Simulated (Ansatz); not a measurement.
Au:

```xyz
1
Lattice="0.0000 2.0350 2.0350 2.0350 0.0000 2.0350 2.0350 2.0350 0.0000" Properties=species:S:1:pos:R:3 pbc="T T T"
Au    0.0000    0.0000    0.0000
```

Base run:

| Item | Value |
| --- | --- |
| Program | Ansatz 0.2.0 |
| Functional | PBEsol |
| Potentials or basis | all-electron LAPW, non-relativistic |
| Cutoff | 250 eV |
| Density cutoff | 999 eV |
| Basis error allowed | 0.001 eV/atom |
| k mesh | 11 × 11 × 11 |
| Occupations | fermi-dirac, width 0.05 eV |
| Spin | no spin polarisation |

Its results: pressure 28.7 GPa.

**Question.** The run is repeated on the same cell with these changes: potentials or basis from all-electron LAPW, non-relativistic to all-electron PAW datasets made for the crystal. What comes out?

**Answer.** Pressure 1.7 GPa.

Caveats: a pressure of tens of GPa on the cell as given is suspect, and the run, the potentials or the cell itself is likely at fault (some runs); relativity is left out, which matters for the heavier elements (some runs).

Not every run made on this cell is shown here.
